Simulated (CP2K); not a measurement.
The system is Ir.

```
CELL_PARAMETERS angstrom
2.70907 0.00000 0.00000
1.35453 2.34612 0.00000
1.35453 0.78204 2.21194
ATOMIC_POSITIONS crystal
Ir 0.00000 0.00000 0.00000
```

Base run:

| Quantity | Value |
| --- | --- |
| Program | CP2K 2026.2 |
| Functional | PBEsol |
| Dispersion | D4 |
| Potentials or basis | POTENTIAL_UZH Ir GTH-PBE-q17; TZVP-MOLOPT-PBE-GTH basis |
| Density cutoff | 6123 eV |
| k mesh | 12 × 12 × 12 |
| Occupations | fermi-dirac, width 0.05 eV |
| Spin | no spin polarisation |

Its results: band gap on the k mesh none (metal or under the smearing width); pressure -7.2 GPa.

The run is repeated on the same cell with these changes: dispersion from D4 to D3(BJ). What comes out?

Band gap on the k mesh none (metal or under the smearing width); pressure -10.0 GPa.

Caveats: the potentials were made for another functional, which shifts forces and pressure; the basis of atomic orbitals isn't converged, which shifts pressures, moduli and gaps; pairwise dispersion overbinds metals, which lowers pressure and volume.
